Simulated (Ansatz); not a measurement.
# NbAs (I4_1md) in Ansatz: further runs

One crystal, NbAs, is run at these levels: LDA; tasks: single point, equation of state.

Everything below comes from runs of Ansatz 0.2.0. Logs are shortened: lines on timing, memory, paths and dates and some standing lists are left out, and cuts for length are marked.

### 1 Starting point

Symmetry: I4_1md, No. 109, tetragonal system. Conventional cell: a = 3.452 Å, b = 3.452 Å, c = 11.680 Å, α = 90.00°, β = 90.00°, γ = 90.00°. Nb (site symmetry 2mm) has 6 As at 2.60 to 2.63 Å as nearest neighbours. Around As (site symmetry 2mm) lie 6 Nb at 2.60 to 2.63 Å.

### 2 Single point, LDA, 16.35 Å³/atom (volume scaled by 0.94)

File input.yaml:

```yaml
crystal:
  lattice:
    - [-1.6906186857, 1.6906186857, 5.7207828749]
    - [1.6906186857, -1.6906186857, 5.7207828749]
    - [1.6906186857, 1.6906186857, -5.7207828749]
  atoms:
    - { symbol: Nb, position: [0.5, 0.0, 0.5] }
    - { symbol: Nb, position: [0.75, 0.75, 0.0] }
    - { symbol: As, position: [0.916, 0.416, 0.5] }
    - { symbol: As, position: [0.166, 0.166, 0.0] }
kpoints:
  mp_grid: { grid: [11, 11, 11] }
scf:
  occupations: { method: fermi_dirac, width: 0.05 }
hamiltonian:
  xc: lda
  pseudopotentials: { kind: all_electron, lapw: { basis_error: 0.002 } }
output:
  forces: true
  stress: true
  eigenvalues: true
```

Potentials or basis: all-electron LAPW, scalar-relativistic.

Started as:

```console
> ansatz run input.yaml --threads 2 --pin off --max-ram 8192MiB --backend cpu --events-out ev --progress --plain --runs-dir out
```

What it wrote:

```text
Warning: RAYON_NUM_THREADS=2 ignored (pool sized by the plan → 2); use --threads N
LAPW: plane waves up to 8.235 Å⁻¹, error target 2.0e-3 eV per atom; small_component_spin mean_spin; As in spheres of 1.269 Å, 23 of its electrons in bands, Dirac shells []; Nb in spheres of 1.274 Å, 29 of its electrons in bands, Dirac shells [] (how accurate: hamiltonian.pseudopotentials.lapw.basis_error, Limitations)
Engine: ansatz 0.2.0, x86_64-unknown-linux-gnu
Pseudopotentials: kind: all_electron
Pseudopotential: Nb, LAPW, valence charge 29, lapw/all_electron/scalar/gaussian/Nb, Koelling and Harmon's equation, gaussian nucleus
Pseudopotential: As, LAPW, valence charge 23, lapw/all_electron/scalar/gaussian/As, Koelling and Harmon's equation, gaussian nucleus
Functional definition: SPW92
  exchange = slater_x
  correlation = pw_c
Crystal: 4 atoms, lattice volume = 65.404 Å³
Basis set: ecut = 258.3831185954835 eV, 619 PW (Γ), FFT grids on a1+a3, a2+a3, a3, exchange–correlation at level 2
Bands: 63, of which v1, the nominal top of the filled ones, is band 52 counted from 1 (51 counted from 0)
Symmetry: 8 space group operations
Space group: I41md (ITA 109), of the structure as read, at distance tolerance 4.0e-5 Å
k-points: 126 of 1331 (time reversal used)
Non-local potential: Nb, projectors of the file, none
Non-local potential: As, projectors of the file, none
Initial density: superposition of atomic densities (chi_scale 0.1, normalization cell, long waves kept (reshape's long-wave potential 0.00 eV rms))
Initial wavefunctions: plane waves of lowest kinetic energy (no species holds an atomic orbital)
Functional: x = slater, c = lda
iter 1 solved again at ethr=3.43e-3 eV; its pass at ethr=1.00e-1 eV (dr2=3.57e0 eV) is discarded
SCF iter   1: F=—  HF=-330560.241458 eV  |F-HF|=—  |Δ(HF+E_count)|=         —  Δρ=6.08e-2  dr2=3.57e0  ethr=3.43e-3  ⟨swp⟩=2.0  Hψ=50381  notcnv=0
preconditioner: auto → Kerker (q_TF=auto, 2.948 Å⁻¹)  [metal: Δε(μ)=0.024 eV  Ē_g=9.898 eV  σ=0.050 eV  W_gap=0.12  n_scr=32 (ndim 8)  ℏωp=20.5 eV  f_vac=0.000  D(μ)=0.44/eV (n_scr^D=2)]
SCF iter   2: F=—  HF=-330558.616407 eV  |F-HF|=—  |Δ(HF+E_count)|=    1.63e0  Δρ=2.28e-2  dr2=4.53e-1  ethr=3.43e-3  ⟨swp⟩=2.0  Hψ=23841  notcnv=0
SCF iter   3: F=—  HF=-330558.557618 eV  |F-HF|=—  |Δ(HF+E_count)|=   5.88e-2  Δρ=1.57e-2  dr2=2.38e-1  ethr=4.36e-4  ⟨swp⟩=2.0  Hψ=23735  notcnv=0  defer=1
iter 4 solved again at ethr=5.08e-6 eV; its pass at ethr=2.29e-4 eV (dr2=5.29e-3 eV) is discarded
SCF iter   4: F=—  HF=-330558.533558 eV  |F-HF|=—  |Δ(HF+E_count)|=   2.41e-2  Δρ=3.07e-3  dr2=5.28e-3  ethr=5.08e-6  ⟨swp⟩=2.0  Hψ=40416  notcnv=0
SCF iter   5: F=—  HF=-330558.529319 eV  |F-HF|=—  |Δ(HF+E_count)|=   4.24e-3  Δρ=1.41e-3  dr2=1.44e-3  ethr=5.08e-6  ⟨swp⟩=2.0  Hψ=23691  notcnv=0
SCF iter   6: F=—  HF=-330558.527009 eV  |F-HF|=—  |Δ(HF+E_count)|=   2.31e-3  Δρ=7.77e-4  dr2=3.28e-4  ethr=1.39e-6  ⟨swp⟩=2.0  Hψ=23685  notcnv=0
SCF iter   7: F=—  HF=-330558.526977 eV  |F-HF|=—  |Δ(HF+E_count)|=   3.23e-5  Δρ=2.50e-4  dr2=3.46e-5  ethr=3.16e-7  ⟨swp⟩=2.0  Hψ=23685  notcnv=0
SCF iter   8: F=—  HF=-330558.526977 eV  |F-HF|=—  |Δ(HF+E_count)|=   4.86e-7  Δρ=5.29e-5  dr2=3.26e-6  ethr=3.33e-8  ⟨swp⟩=2.0  Hψ=23685  notcnv=0
SCF iter   9: F=—  HF=-330558.526976 eV  |F-HF|=—  |Δ(HF+E_count)|=   1.07e-6  Δρ=1.85e-5  dr2=2.73e-7  ethr=3.14e-9  ⟨swp⟩=2.0  Hψ=23685  notcnv=0
SCF iter  10: F=-330558.526976 eV  HF=-330558.526976 eV  |F-HF|=5.43e-8  |Δ(HF+E_count)|=   7.01e-8  Δρ=5.66e-6  dr2=4.36e-8  ethr=2.62e-10  ⟨swp⟩=2.0  Hψ=23685  notcnv=0
SCF 1 converged in 10 iterations: F = -330558.526976 eV  dr2 = 4.36e-8
SCF converged after 10 iterations
Free energy (F): -330558.526976 eV
Harris-Foulkes:  -330558.526976 eV  (|F-HF|=5.43e-8)
Internal energy: -330558.521121 eV  (E = F + TS)
E sigma→0 (E₀):  -330558.524048 eV
Entropy (-TS):   -0.005855 eV (-1.464 meV/atom)
Fermi energy:    18.847211 eV
--- Per-component energies (eV) ---
  E_band       = -9680.432244
  E_kinetic    = 340379.870853
  E_xc         = -10661.826897
  E_electrostatic = -660276.565077  (all electrons and nuclei)
  E_smearing   = -0.005855  (= −TS)
  E_closure    = 0.000000  (closes the sum)
  E_atoms      = -330522.185761  (free atoms, spherical and without spin; not in F)
  Σ components = -330558.526976   (vs F -330558.526976, Δ=0.00e0)
  Basis errors (estimates in eV, not in F): energy 6.5e-4 per atom: plane waves 5.9e-4 (3.3e-4 summed), levels above the bands 5.4e-74, relativity 7.0e-9, radial functions 5.9e-5, core shells 3.3e-6; eigenvalues (radial functions only) 1.6e-6; not estimated: angular momenta, meshes, grids; target (lapw.basis_error) 2.0e-3; muffin-tin radii As 1.269 Å, Nb 1.274 Å
--- Forces (eV/Å), atoms counted from 1 ---
  atom   1  Nb    -0.00000000     0.00000000    -0.35718494
  atom   2  Nb     0.00000000     0.00000000    -0.35718494
  atom   3  As    -0.00000000     0.00000000     0.35718407
  atom   4  As     0.00000000     0.00000000     0.35718407
  max |Σ_I F_I| component: 1.73e-6 eV/Å
--- Stress (GPa, compression-positive) ---
        5.940344      -0.000000      -0.000000
       -0.000000       5.940344       0.000000
       -0.000000       0.000000       6.211304
  P = ⅓ Tr σ = 6.0307 GPa (60.307 kbar)
--- Band table (eV; the first three rows and the last of 126) ---
  k-point 0: bands = ["-323.8083", "-323.8083", "-323.7913", "-323.7913", "-323.7904", "-323.7904", "-174.0557", "-174.0557", "-174.0522", "-174.0522", "-174.0492", "-174.0492", "-174.0384", "-174.0384", "-174.0374", "-174.0374", "-165.2246", "-165.2246", "-109.1526", "-109.1525", "-109.1434", "-109.1434", "-109.1363", "-109.1363", "-35.9789", "-35.9402", "-16.7586", "-16.7586", "-16.7374", "-16.7339", "-16.7327", "-16.7307", "-16.7257", "-16.7215", "-16.7215", "-16.7200", "-12.3400", "-12.1577", "-12.1577", "-11.9852", "-11.9852", "-11.9342", "5.2394", "7.7235", "12.3572", "15.8306", "16.4974", "16.4974", "16.6463", "17.0182", "17.4123", "17.4123", "19.6407", "20.2708", "21.4557", "22.1151", "22.1151", "22.7599", "23.1152", "23.1152", "24.5309", "25.1501", "27.9442"]
  k-point 1: bands = ["-323.8083", "-323.8083", "-323.7913", "-323.7913", "-323.7904", "-323.7904", "-174.0557", "-174.0557", "-174.0522", "-174.0522", "-174.0492", "-174.0492", "-174.0384", "-174.0384", "-174.0374", "-174.0374", "-165.2246", "-165.2246", "-109.1526", "-109.1525", "-109.1434", "-109.1434", "-109.1363", "-109.1363", "-35.9755", "-35.9385", "-16.7596", "-16.7578", "-16.7365", "-16.7346", "-16.7331", "-16.7329", "-16.7249", "-16.7219", "-16.7201", "-16.7188", "-12.3278", "-12.1790", "-12.1749", "-12.0081", "-11.9996", "-11.9314", "5.4604", "7.7824", "12.4923", "15.4336", "16.3051", "16.3905", "16.4331", "16.9108", "17.4694", "17.6337", "19.3151", "19.8737", "21.4752", "21.7284", "22.3867", "22.7097", "22.9643", "23.6522", "25.3585", "26.4245", "27.7197"]
  k-point 2: bands = ["-323.8083", "-323.8083", "-323.7913", "-323.7913", "-323.7904", "-323.7904", "-174.0557", "-174.0557", "-174.0522", "-174.0522", "-174.0492", "-174.0492", "-174.0384", "-174.0384", "-174.0374", "-174.0374", "-165.2246", "-165.2246", "-109.1526", "-109.1525", "-109.1434", "-109.1434", "-109.1363", "-109.1363", "-35.9663", "-35.9342", "-16.7623", "-16.7554", "-16.7399", "-16.7373", "-16.7339", "-16.7316", "-16.7226", "-16.7211", "-16.7177", "-16.7168", "-12.3025", "-12.2338", "-12.2103", "-12.0605", "-12.0372", "-11.9324", "6.0538", "7.8944", "12.9506", "14.5607", "15.2597", "15.8042", "16.0700", "17.1272", "17.8577", "18.0441", "19.0936", "19.2571", "21.0539", "21.7372", "22.8306", "22.9446", "22.9569", "24.4875", "27.0477", "27.3999", "28.5344"]
  k-point 125: bands = ["-323.8083", "-323.8083", "-323.7913", "-323.7913", "-323.7904", "-323.7904", "-174.0557", "-174.0557", "-174.0522", "-174.0522", "-174.0492", "-174.0492", "-174.0384", "-174.0384", "-174.0374", "-174.0374", "-165.2246", "-165.2246", "-109.1525", "-109.1525", "-109.1434", "-109.1434", "-109.1363", "-109.1363", "-35.9587", "-35.9580", "-16.7611", "-16.7608", "-16.7338", "-16.7335", "-16.7330", "-16.7324", "-16.7242", "-16.7237", "-16.7191", "-16.7188", "-12.2032", "-12.1664", "-12.1387", "-12.1283", "-11.9902", "-11.9703", "6.3254", "6.3493", "14.5581", "14.7205", "15.6556", "15.9480", "16.0381", "16.5276", "17.9004", "18.4722", "19.6690", "20.5147", "20.7077", "20.9890", "22.2550", "22.3679", "23.5135", "24.2829", "25.8439", "26.4822", "27.5349"]
```

Run time: 39 s. Hardware: 2 threads of AMD EPYC 9R45 (Zen 5), shared host; peak memory 0.99 GiB.

Results:

* Free energy: -330558.5270 eV
* Pressure: 6.0 GPa
* Largest force: 0.357 eV/Å
* Band gap on the k mesh: 0.03 eV, indirect (least direct gap 0.08 eV)

Caveat: an odd mesh through Γ misses points on the zone boundary, where band edges often lie.

### 3 Single point, LDA, 16.70 Å³/atom (volume scaled by 0.96)

input.yaml: that of step 2 with these lines changed.

```diff
@@ -2,5 +2,5 @@
   lattice:
-    - [-1.6906186857, 1.6906186857, 5.7207828749]
-    - [1.6906186857, -1.6906186857, 5.7207828749]
-    - [1.6906186857, 1.6906186857, -5.7207828749]
+    - [-1.7025248434, 1.7025248434, 5.7610714056]
+    - [1.7025248434, -1.7025248434, 5.7610714056]
+    - [1.7025248434, 1.7025248434, -5.7610714056]
   atoms:
```

Potentials or basis: all-electron LAPW, scalar-relativistic.

Started as:

```console
> ansatz run input.yaml --threads 2 --pin off --max-ram 8192MiB --backend cpu --events-out ev --progress --plain --runs-dir out
```

Run time: 39 s. Hardware: 2 threads of AMD EPYC 9R45 (Zen 5), shared host; peak memory 0.98 GiB.

It converged, with:

```yaml
Free_energy: -330558.5603 eV
Pressure: 1.7 GPa
Largest_force: 0.328 eV/Å
Band_gap_on_the_k_mesh: none (metal or under the smearing width)
```

### 4 Single point, LDA, 17.05 Å³/atom (volume scaled by 0.98)

input.yaml: that of step 3 with these lines changed.

```diff
@@ -2,5 +2,5 @@
   lattice:
-    - [-1.7025248434, 1.7025248434, 5.7610714056]
-    - [1.7025248434, -1.7025248434, 5.7610714056]
-    - [1.7025248434, 1.7025248434, -5.7610714056]
+    - [-1.7142667651, 1.7142667651, 5.8008041881]
+    - [1.7142667651, -1.7142667651, 5.8008041881]
+    - [1.7142667651, 1.7142667651, -5.8008041881]
   atoms:
```

Started as:

```console
> ansatz run input.yaml --threads 2 --pin off --max-ram 8192MiB --backend cpu --events-out ev --progress --plain --runs-dir out
```

It took 40 s on 2 threads of AMD EPYC 9R45 (Zen 5), shared host; peak memory 0.98 GiB.

The run converged. Its results:

| Quantity | Value |
| --- | --- |
| Free energy | -330558.5584 eV |
| Pressure | -2.1 GPa |
| Largest force | 0.300 eV/Å |
| Band gap on the k mesh | none (metal or under the smearing width) |

### 5 Single point, LDA, 17.39 Å³/atom

input.yaml: that of step 4 with these lines changed.

```diff
@@ -2,5 +2,5 @@
   lattice:
-    - [-1.7142667651, 1.7142667651, 5.8008041881]
-    - [1.7142667651, -1.7142667651, 5.8008041881]
-    - [1.7142667651, 1.7142667651, -5.8008041881]
+    - [-1.72585, 1.72585, 5.84]
+    - [1.72585, -1.72585, 5.84]
+    - [1.72585, 1.72585, -5.84]
   atoms:
```

Started as:

```console
> ansatz run input.yaml --threads 2 --pin off --max-ram 8192MiB --backend cpu --events-out ev --progress --plain --runs-dir out
```

It took 40 s on 2 threads of AMD EPYC 9R45 (Zen 5), shared host; peak memory 0.98 GiB.

Results (log left out):

* Free energy: -330558.5249 eV
* Pressure: -5.5 GPa
* Largest force: 0.275 eV/Å
* Band gap on the k mesh: none (metal or under the smearing width)

### 6 Single point, LDA, 17.74 Å³/atom (volume scaled by 1.02)

input.yaml: that of step 5 with these lines changed.

```diff
@@ -2,5 +2,5 @@
   lattice:
-    - [-1.72585, 1.72585, 5.84]
-    - [1.72585, -1.72585, 5.84]
-    - [1.72585, 1.72585, -5.84]
+    - [-1.7372798033, 1.7372798033, 5.8786766238]
+    - [1.7372798033, -1.7372798033, 5.8786766238]
+    - [1.7372798033, 1.7372798033, -5.8786766238]
   atoms:
```

Potentials or basis: all-electron LAPW, scalar-relativistic.

Started as:

```console
> ansatz run input.yaml --threads 2 --pin off --max-ram 8192MiB --backend cpu --events-out ev --progress --plain --runs-dir out
```

It took 38 s on 2 threads of AMD EPYC 9R45 (Zen 5), shared host; peak memory 0.98 GiB.

Results (log left out):

```yaml
Free_energy: -330558.4632 eV
Pressure: -8.6 GPa
Largest_force: 0.251 eV/Å
Band_gap_on_the_k_mesh: none (metal or under the smearing width)
```

### 7 Single point, LDA, 18.09 Å³/atom (volume scaled by 1.04)

input.yaml: that of step 6 with these lines changed.

```diff
@@ -2,5 +2,5 @@
   lattice:
-    - [-1.7372798033, 1.7372798033, 5.8786766238]
-    - [1.7372798033, -1.7372798033, 5.8786766238]
-    - [1.7372798033, 1.7372798033, -5.8786766238]
+    - [-1.7485611571, 1.7485611571, 5.9168509183]
+    - [1.7485611571, -1.7485611571, 5.9168509183]
+    - [1.7485611571, 1.7485611571, -5.9168509183]
   atoms:
```

Started as:

```console
> ansatz run input.yaml --threads 2 --pin off --max-ram 8192MiB --backend cpu --events-out ev --progress --plain --runs-dir out
```

It took 38 s on 2 threads of AMD EPYC 9R45 (Zen 5), shared host; peak memory 0.98 GiB.

The run converged. Its results:

* Free energy: -330558.3763 eV
* Pressure: -11.3 GPa
* Largest force: 0.229 eV/Å
* Band gap on the k mesh: none (metal or under the smearing width)

### 8 Single point, LDA, 18.44 Å³/atom (volume scaled by 1.06)

input.yaml: that of step 7 with these lines changed.

```diff
@@ -2,5 +2,5 @@
   lattice:
-    - [-1.7485611571, 1.7485611571, 5.9168509183]
-    - [1.7485611571, -1.7485611571, 5.9168509183]
-    - [1.7485611571, 1.7485611571, -5.9168509183]
+    - [-1.7596987896, 1.7596987896, 5.9545388829]
+    - [1.7596987896, -1.7596987896, 5.9545388829]
+    - [1.7596987896, 1.7596987896, -5.9545388829]
   atoms:
```

Started as:

```console
> ansatz run input.yaml --threads 2 --pin off --max-ram 8192MiB --backend cpu --events-out ev --progress --plain --runs-dir out
```

Run time: 38 s. Hardware: 2 threads of AMD EPYC 9R45 (Zen 5), shared host; peak memory 0.97 GiB.

Results (log left out):

```yaml
Free_energy: -330558.2670 eV
Pressure: -13.8 GPa
Largest_force: 0.208 eV/Å
Band_gap_on_the_k_mesh: none (metal or under the smearing width)
```

### 9 Equation of state, LDA

Potentials or basis: all-electron LAPW, scalar-relativistic.

No new run: the results of the series are fitted here.

What came out:

| Quantity | Value |
| --- | --- |
| Equilibrium volume | 16.85 Å³/atom |
| Bulk modulus at fixed shape and positions | 187 GPa |
| Pressure derivative of the bulk modulus | 4.5 |

Energy against volume, from the lowest point:
| volume (Å³/atom) | energy (meV/atom) |
| --- | --- |
| 16.351 | 8.34 |
| 16.699 | 0.00 |
| 17.047 | 0.48 |
| 17.395 | 8.85 |
| 17.743 | 24.27 |
| 18.091 | 45.99 |
| 18.438 | 73.34 |

Caveat: the cell was scaled at fixed shape and fractional positions, which overstates the stiffness of a crystal with free parameters, most of all of layers and chains.
